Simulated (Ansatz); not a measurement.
Rb:

```
CELL_PARAMETERS angstrom
-2.80250 2.80250 2.80250
2.80250 -2.80250 2.80250
2.80250 2.80250 -2.80250
ATOMIC_POSITIONS crystal
Rb 0.00000 0.00000 0.00000
```

Base run:

| Item | Value |
| --- | --- |
| Program | Ansatz 0.2.0 |
| Functional | LDA |
| Potentials or basis | all-electron LAPW, scalar-relativistic |
| Cutoff | 52 eV |
| Density cutoff | 208 eV |
| Basis error allowed | 0.001 eV/atom |
| k mesh | 7 × 7 × 7 |
| Occupations | fermi-dirac, width 0.05 eV |
| Spin | no spin polarisation |

Its results: pressure -0.4 GPa.

Task: The run is repeated on the same cell with these changes: functional from LDA to revPBE. What comes out?

Result: Pressure 0.3 GPa.

revPBE binds less tightly than LDA, so the same cell stands under more pressure.

Not every run made on this cell is shown here.
